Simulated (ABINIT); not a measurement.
# SiC (Moissanite) (P6_3mc) in ABINIT: notebook

The runs below take SiC (Moissanite) through single point, relaxation of cell and atoms, with PBEsol, LDA.

Everything below comes from runs of ABINIT 10.8.3 (patched build). Logs are shortened: lines on timing, memory, paths and dates and some standing lists are left out, and cuts for length are marked. The log counts tension as positive stress, the text compression.

## Step 1: Starting point

The structure is hexagonal, space group P6_3mc (No. 186). Conventional cell: a = 3.076 Å, b = 3.076 Å, c = 5.048 Å, α = 90.00°, β = 90.00°, γ = 120.00°. Si (site symmetry 3m) has 4 C at 1.87 to 1.94 Å as nearest neighbours. C (site symmetry 3m) is surrounded by 4 Si at 1.87 to 1.94 Å.

## Step 2: Single point, PBEsol

Contents of run.abi:

```
# Pseudopotentials
pp_dirpath "./"
pseudos "Si.upf, C.upf"

# Structure
acell 3.076 3.076 5.048 Angstrom
rprim
     1.0000000000     0.0000000000     0.0000000000
    -0.5000000000     0.8660254038     0.0000000000
     0.0000000000     0.0000000000     1.0000000000
ntypat 2
znucl 14 6
natom 4
typat 1 1 2 2
xcart
     1.5380000002     0.8879647139     2.5240000000
    -0.0000000002     1.7759294281     0.0000000000
     1.5380000002     0.8879647139     4.4674800000
    -0.0000000002     1.7759294281     1.9434800000 Angstrom

# Plane-wave basis
ecut 37.0

# k points
kptopt 1
ngkpt 8 8 4
nshiftk 1
shiftk 0.0 0.0 0.0

# Exchange and correlation
ixc -116133

# Bands and occupations
nband 12
occopt 3
tsmear 0.05 eV

# SCF cycle
nstep 100
tolvrs 1.0e-10

# Output
iomode 3
prtwf 0
prtden 0
prteig 0
prtebands 0
```

Potentials or basis: PseudoDojo NC SR PBEsol v0.4 stringent.

Run with:

```console
> abinit run.abi > log 2>&1
```

run.abo:

```text
.Version 10.8.3 of ABINIT
 Symmetries : space group P6_3 m c (#186); Bravais hP (primitive hexag.)
================================================================================
 Values of the parameters that define the memory need of the present run
     intxc =       0    ionmov =       0      iscf =       7    lmnmax =       6
     lnmax =       6     mgfft =      54  mpssoang =       3    mqgrid =    3001
     natom =       4  nloc_mem =       1    nspden =       1   nspinor =       1
    nsppol =       1      nsym =      12    n1xccc =    2501    ntypat =       2
    occopt =       3   xclevel =       2
       mpw =        3024          nfft =       55296          nkpt =          30
================================================================================
================================================================================

--------------------------------------------------------------------------------
------------- Echo of variables that govern the present computation ------------
--------------------------------------------------------------------------------
 -outvars: echo values of preprocessed input variables --------
            acell      5.8127975633E+00  5.8127975633E+00  9.5393374836E+00 Bohr
              amu      2.80855000E+01  1.20110000E+01
             ecut      3.70000000E+01 Hartree
              ixc     -116133
         kptrlatt        8    0    0      0    8    0      0    0    4
          kptrlen      3.81573499E+01
            natom           4
            nband          12
            ngfft          32      32      54
             nkpt          30
            nstep         100
             nsym          12
           ntypat           2
           occopt           3
           prtden           0
        prtebands           0
           prteig           0
            prtwf           0
            rprim      1.0000000000E+00  0.0000000000E+00  0.0000000000E+00
                      -5.0000000000E-01  8.6602540380E-01  0.0000000000E+00
                       0.0000000000E+00  0.0000000000E+00  1.0000000000E+00
          spgroup         186
           tolvrs      1.00000000E-10
           tsmear      1.83746611E-03 Hartree
            typat      1  1  2  2
           xangst      1.5380000000E+00  8.8796471399E-01  2.5240000000E+00
                      -1.3663164593E-16  1.7759294280E+00  0.0000000000E+00
                       1.5380000000E+00  8.8796471399E-01  4.4674800000E+00
                      -1.3663164593E-16  1.7759294280E+00  1.9434800000E+00
            xcart      2.9063987816E+00  1.6780101189E+00  4.7696687418E+00
                      -2.5819639093E-16  3.3560202379E+00  0.0000000000E+00
                       2.9063987816E+00  1.6780101189E+00  8.4423136730E+00
                      -2.5819639093E-16  3.3560202379E+00  3.6726449312E+00
             xred      6.6666666666E-01  3.3333333332E-01  5.0000000000E-01
                       3.3333333332E-01  6.6666666665E-01  0.0000000000E+00
                       6.6666666666E-01  3.3333333332E-01  8.8500000000E-01
                       3.3333333332E-01  6.6666666665E-01  3.8500000000E-01
            znucl       14.00000    6.00000

================================================================================

 chkinp: Checking input parameters for consistency.

================================================================================
== DATASET  1 ==================================================================

--- !DatasetInfo
iteration_state: {dtset: 1, }
dimensions: {natom: 4, nkpt: 30, mband: 12, nsppol: 1, nspinor: 1, nspden: 1, mpw: 3024, }
cutoff_energies: {ecut:  37.0, pawecutdg:  -1.0, }
electrons: {nelect:   1.60000000E+01, charge:   0.00000000E+00, occopt:   3.00000000E+00, tsmear:   1.83746611E-03, }
meta: {optdriver: 0, ionmov: 0, optcell: 0, iscf: 7, paral_kgb: 0, }
...

 Real(R)+Recip(G) space primitive vectors, cartesian coordinates (Bohr,Bohr^-1):
 R(1)=  5.8127976  0.0000000  0.0000000  G(1)=  0.1720342  0.0993240  0.0000000
 R(2)= -2.9063988  5.0340304  0.0000000  G(2)=  0.0000000  0.1986480  0.0000000
 R(3)=  0.0000000  0.0000000  9.5393375  G(3)=  0.0000000  0.0000000  0.1048291
 Unit cell volume ucvol=  2.7913818E+02 bohr^3
 Angles (23,13,12)=  9.00000000E+01  9.00000000E+01  1.20000000E+02 degrees

 getcut: wavevector=  0.0000  0.0000  0.0000  ngfft=  32  32  54
         ecut(hartree)=     37.000   => boxcut(ratio)=   2.01048

--- Pseudopotential description ------------------------------------------------
- pspini: atom type   1  psp file is ./Si.upf
12 -116133 2 -1 1510                          pspcod,pspxc,lmax,lloc,mmax
     nproj     2     2     2

- pspini: atom type   2  psp file is ./C.upf
12 -116133 1 -1 1248                          pspcod,pspxc,lmax,lloc,mmax
     nproj     2     2     0

   3.90840929E+02                                ecore*ucvol(ha*bohr**3)
--------------------------------------------------------------------------------

================================================================================

--- !BeginCycle
iteration_state: {dtset: 1, }
solver: {iscf: 7, nstep: 100, nline: 4, wfoptalg: 0, }
tolerances: {tolvrs: 1.00E-10, }
...

     iter   Etot(hartree)      deltaE(h)  residm     vres2
 ETOT  1  -20.313837961757    -2.031E+01 4.387E-02 6.082E+02
 ETOT  2  -20.430771482206    -1.169E-01 1.962E-02 2.588E+02
 ETOT  3  -20.510158778481    -7.939E-02 1.011E-02 2.479E-01
 ETOT  4  -20.510273012849    -1.142E-04 2.712E-03 1.146E-02
 ETOT  5  -20.510275271175    -2.258E-06 8.170E-04 2.239E-04
 ETOT  6  -20.510275297636    -2.646E-08 6.829E-04 5.374E-06
 ETOT  7  -20.510275299107    -1.471E-09 2.103E-04 5.058E-08
 ETOT  8  -20.510275299115    -7.418E-12 3.249E-04 2.790E-09
 ETOT  9  -20.510275299115    -5.507E-13 1.560E-04 5.072E-11

 At SCF step    9       vres2   =  5.07E-11 < tolvrs=  1.00E-10 =>converged.

 Cartesian components of stress tensor (hartree/bohr^3)
  sigma(1 1)= -5.89117823E-05  sigma(3 2)=  0.00000000E+00
  sigma(2 2)= -5.89117825E-05  sigma(3 1)=  0.00000000E+00
  sigma(3 3)=  1.10715216E-04  sigma(2 1)=  0.00000000E+00

--- !ResultsGS
iteration_state: {dtset: 1, }
comment   : Summary of ground state results
lattice_vectors:
- [  5.8127976,   0.0000000,   0.0000000, ]
- [ -2.9063988,   5.0340304,   0.0000000, ]
- [  0.0000000,   0.0000000,   9.5393375, ]
lattice_lengths: [   5.81280,    5.81280,    9.53934, ]
lattice_angles: [ 90.000,  90.000, 120.000, ] # degrees, (23, 13, 12)
lattice_volume:   2.7913818E+02
convergence: {deltae: -5.507E-13, res2:  5.072E-11, residm:  1.560E-04, diffor: null, }
etotal    :  -2.05102753E+01
entropy   :   0.00000000E+00
fermie    :   3.13416264E-01
cartesian_stress_tensor: # hartree/bohr^3
- [ -5.89117823E-05,   0.00000000E+00,   0.00000000E+00, ]
- [  0.00000000E+00,  -5.89117825E-05,   0.00000000E+00, ]
- [  0.00000000E+00,   0.00000000E+00,   1.10715216E-04, ]
pressure_GPa:   6.9712E-02
xred      :
- [  6.6667E-01,   3.3333E-01,   5.0000E-01, Si]
- [  3.3333E-01,   6.6667E-01,   0.0000E+00, Si]
- [  6.6667E-01,   3.3333E-01,   8.8500E-01,  C]
- [  3.3333E-01,   6.6667E-01,   3.8500E-01,  C]
cartesian_forces: # hartree/bohr
- [ -3.70581661E-28,  -2.13955422E-28,   1.46478162E-02, ]
- [  3.70581661E-28,   2.13955422E-28,   1.46478162E-02, ]
- [ -0.00000000E+00,  -0.00000000E+00,  -1.46478162E-02, ]
- [ -0.00000000E+00,  -0.00000000E+00,  -1.46478162E-02, ]
force_length_stats: {min:   1.46478162E-02, max:   1.46478162E-02, mean:   1.46478162E-02, }
...

 Integrated electronic density in atomic spheres:
 ------------------------------------------------
 Atom  Sphere_radius  Integrated_density
    1        2.00000          1.94866064
    2        2.00000          1.94866064
    3        2.00000          4.22698039
    4        2.00000          4.22698039
================================================================================

 ----iterations are completed or convergence reached----

 Mean square residual over all n,k,spin=   14.782E-07; max=  15.601E-05
 reduced coordinates (array xred) for    4 atoms
       0.666666666658      0.333333333317      0.500000000000
       0.333333333325      0.666666666650      0.000000000000
       0.666666666658      0.333333333317      0.885000000000
       0.333333333325      0.666666666650      0.385000000000
 rms dE/dt=  8.0673E-02; max dE/dt=  1.3973E-01; dE/dt below (all hartree)
    1       0.000000000000      0.000000000000     -0.139730542428
    2      -0.000000000000      0.000000000000     -0.139730542428
    3       0.000000000000      0.000000000000      0.139730380976
    4       0.000000000000      0.000000000000      0.139730380976

 cartesian coordinates (angstrom) at end:
    1      1.53800000000000     0.88796471398520     2.52400000000000
    2     -0.00000000000000     1.77592942801480     0.00000000000000
    3      1.53800000000000     0.88796471398520     4.46748000000000
    4     -0.00000000000000     1.77592942801480     1.94348000000000

 cartesian forces (hartree/bohr) at end:
    1     -0.00000000000000    -0.00000000000000     0.01464781615519
    2      0.00000000000000     0.00000000000000     0.01464781615519
    3     -0.00000000000000    -0.00000000000000    -0.01464781615519
    4     -0.00000000000000    -0.00000000000000    -0.01464781615519
 frms,max,avg= 8.4569206E-03 1.4647816E-02   0.000E+00  0.000E+00  8.462E-09 h/b

 cartesian forces (eV/Angstrom) at end:
    1     -0.00000000000000    -0.00000000000000     0.75322099122395
    2      0.00000000000000     0.00000000000000     0.75322099122395
    3     -0.00000000000000    -0.00000000000000    -0.75322099122395
    4     -0.00000000000000    -0.00000000000000    -0.75322099122395
 frms,max,avg= 4.3487234E-01 7.5322099E-01   0.000E+00  0.000E+00  4.352E-07 e/A
 length scales=  5.812797563292  5.812797563292  9.539337483582 bohr
              =  3.076000000000  3.076000000000  5.048000000000 angstroms
 Fermi (or HOMO) energy (hartree) =   0.31342   Average Vxc (hartree)=  -0.41986
 Eigenvalues (hartree) for nkpt=  30  k points:
 kpt#   1, nband= 12, wtk=  0.00391, kpt=  0.0000  0.0000  0.0000 (reduced coord)
  -0.30851   -0.17849   -0.05181    0.21303    0.21303    0.26041    0.26041    0.27035
   0.43781    0.48936    0.50673    0.50673
      occupation numbers for kpt#   1
   2.00000    2.00000    2.00000    2.00000    2.00000    2.00000    2.00000    2.00000
   0.00000    0.00000    0.00000    0.00000
 prteigrs : prtvol=0 or 1, do not print more k-points.

--- !EnergyTerms
iteration_state     : {dtset: 1, }
comment             : Components of total free energy in Hartree
kinetic             :  1.17497400979735E+01
hartree             :  2.33145714535453E+00
xc                  : -7.51147454480927E+00
Ewald energy        : -2.08945945881520E+01
psp_core            :  1.40017008358269E+00
local_psp           : -8.18300207168149E+00
non_local_psp       :  5.97428578616722E-01
internal            : -2.05102752991152E+01
'-kT*entropy'       : -5.55302641027695E-14
total_energy        : -2.05102752991153E+01
total_energy_eV     : -5.58113023175630E+02
band_energy         :  6.72775733512466E-01
...

 Cartesian components of stress tensor (hartree/bohr^3)
  sigma(1 1)= -5.89117823E-05  sigma(3 2)=  0.00000000E+00
  sigma(2 2)= -5.89117825E-05  sigma(3 1)=  0.00000000E+00
  sigma(3 3)=  1.10715216E-04  sigma(2 1)=  0.00000000E+00

-Cartesian components of stress tensor (GPa)         [Pressure=  6.9712E-02 GPa]
- sigma(1 1)= -1.73324448E+00  sigma(3 2)=  0.00000000E+00
- sigma(2 2)= -1.73324448E+00  sigma(3 1)=  0.00000000E+00
- sigma(3 3)=  3.25735412E+00  sigma(2 1)=  0.00000000E+00

== END DATASET(S) ==============================================================
================================================================================

 -outvars: echo values of variables after computation  --------
            acell      5.8127975633E+00  5.8127975633E+00  9.5393374836E+00 Bohr
           etotal     -2.0510275299E+01
            fcart     -3.7058166142E-28 -2.1395542198E-28  1.4647816155E-02
                       3.7058166142E-28  2.1395542198E-28  1.4647816155E-02
                      -0.0000000000E+00 -0.0000000000E+00 -1.4647816155E-02
                      -0.0000000000E+00 -0.0000000000E+00 -1.4647816155E-02
            rprim      1.0000000000E+00  0.0000000000E+00  0.0000000000E+00
                      -5.0000000000E-01  8.6602540380E-01  0.0000000000E+00
                       0.0000000000E+00  0.0000000000E+00  1.0000000000E+00
           strten     -5.8911782330E-05 -5.8911782508E-05  1.1071521632E-04
                       0.0000000000E+00  0.0000000000E+00  0.0000000000E+00
           xangst      1.5380000000E+00  8.8796471399E-01  2.5240000000E+00
                      -1.3663164593E-16  1.7759294280E+00  0.0000000000E+00
                       1.5380000000E+00  8.8796471399E-01  4.4674800000E+00
                      -1.3663164593E-16  1.7759294280E+00  1.9434800000E+00
             xred      6.6666666666E-01  3.3333333332E-01  5.0000000000E-01
                       3.3333333332E-01  6.6666666665E-01  0.0000000000E+00
                       6.6666666666E-01  3.3333333332E-01  8.8500000000E-01
                       3.3333333332E-01  6.6666666665E-01  3.8500000000E-01
 Calculation completed.
```

Run time: 23 s. Hardware: 1 thread of Arm Neoverse V2, shared host; peak memory 0.08 GiB.

Results:

```
Free energy                                           : -558.1130 eV
Pressure                                              : 0.1 GPa
Largest force                                         : 0.753 eV/Å
Band gap on the k mesh                                : 2.43 eV, indirect (least direct gap 3.96 eV)
Valence electrons inside the program's atomic spheres : Si 1.95; C 4.23
```

Forces in eV/Å, atoms in the order of the input:
```
Si   0.000  0.000  0.753
Si   0.000  0.000  0.753
C    0.000  0.000 -0.753
C    0.000  0.000 -0.753
```

A k mesh can miss the band edges. Expect the measured gap to be larger: semilocal functionals such as PBEsol lack the derivative discontinuity.

## Step 3: Single point, PBEsol

Contents of run.abi:

```
# Pseudopotentials
pp_dirpath "./"
pseudos "Si.upf, C.upf"

# Structure
acell 3*1.0
rprim
     5.8127975593     0.0000000000     0.0000000000
    -2.9063987797     5.0340303534     0.0000000000
     0.0000000000     0.0000000000     9.5393374771
ntypat 2
znucl 14 6
natom 4
typat 1 1 2 2
xred
     0.6666666667     0.3333333333     0.5000000000
     0.3333333333     0.6666666667     0.0000000000
     0.6666666667     0.3333333333     0.8850000000
     0.3333333333     0.6666666667     0.3850000000

# Plane-wave basis
ecut 1006.821291 eV

# k points
kptopt 1
ngkpt 8 8 4
nshiftk 1
shiftk 0.0 0.0 0.0

# Exchange and correlation
ixc -116133

# Bands and occupations
nband 12
occopt 3
tsmear 0.05 eV

# SCF cycle
nstep 100
tolvrs 1.0e-10

# Output
iomode 3
prtwf 0
prtden 0
prteig 0
prtebands 0
```

Potentials or basis: PseudoDojo NC SR PBEsol v0.4.1 standard.

Run with:

```console
> abinit run.abi > log 2>&1
```

Run time: 28 s. Hardware: 1 thread of Arm Neoverse V1, shared host; peak memory 0.08 GiB.

Results (log left out):

| Quantity | Value |
| --- | --- |
| Free energy | -558.1130 eV |
| Pressure | 0.1 GPa |
| Largest force | 0.753 eV/Å |
| Band gap on the k mesh | 2.43 eV, indirect (least direct gap 3.96 eV) |
| Valence electrons inside the program's atomic spheres | Si 1.95; C 4.23 |

Forces in eV/Å, atoms in the order of the input:
```
Si   0.000  0.000  0.753
Si   0.000  0.000  0.753
C    0.000  0.000 -0.753
C    0.000  0.000 -0.753
```

Stress tensor (GPa, compression positive):
```
 1.73  0.00  0.00
 0.00  1.73  0.00
 0.00  0.00 -3.26
```

Levels at points of the mesh, in eV from the valence-band top:
```
           k point  band 4  band 5  band 6  band 7  band 8  band 9  band 10  band 11  band 12
(0.00, 0.00, 0.00)   -1.56   -1.56   -0.27   -0.27    0.00    4.56     5.96     6.43     6.43
(0.50, 0.00, 0.00)   -6.58   -5.48   -3.57   -3.32   -1.49    2.47     4.10     6.66     7.12
(0.00, 0.00, 0.50)   -4.49   -0.97   -0.97   -0.97   -0.97    5.64     5.64     7.10     7.10
(0.50, 0.00, 0.50)   -8.51   -2.71   -2.71   -2.36   -2.36    3.06     3.06     4.90     4.90
```

A k mesh can miss the band edges. Expect the measured gap to be larger: semilocal functionals such as PBEsol lack the derivative discontinuity.

(Continued in part 2 of 2.)
